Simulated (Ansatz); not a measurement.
Crystal: TiO.

```
CELL_PARAMETERS angstrom
4.98909 0.00000 0.00000
-2.49454 4.32068 0.00000
0.00000 0.00000 2.87331
ATOMIC_POSITIONS crystal
Ti 0.00000 0.00000 0.00000
Ti 0.33333 0.66667 0.50000
Ti 0.66667 0.33333 0.50000
O 0.00000 0.39444 0.00000
O 0.39444 0.00000 0.00000
O 0.60556 0.60556 0.00000
```

The cell comes from a database or a generator and needn't be the stable form of this composition.

Base run:

| Quantity | Value |
| --- | --- |
| Program | Ansatz 0.2.0 |
| Functional | PBEsol |
| Potentials or basis | Ansatz PAW |
| Cutoff | 420 eV (not typed: the program's choice for these potentials) |
| k mesh | 6 × 6 × 9 |
| Occupations | fermi-dirac, width 0.05 eV |
| Spin | no spin polarisation |
| Hubbard terms | Ti d U = 3 eV |

Its results: band gap on the k mesh none (metal or under the smearing width); pressure -1.3 GPa; largest force 0.068 eV/Å.

**Question.** The run is repeated on the same cell with these changes: hubbard terms from Ti d U = 3 eV to none; hubbard projectors from ortho-atomic (the default) to none. What comes out?

**Answer.** Band gap on the k mesh none (metal or under the smearing width); pressure -5.8 GPa; largest force 0.029 eV/Å.

Caveats: the PAW data sets come from PBE, with cores solved anew for the run's functional, which leaves a small shift of forces and pressure; U without spin polarisation on a metal has little footing (some runs); semilocal functionals often make such compounds metallic where correlation or magnetic order opens a gap, which also shifts bond lengths (some runs).
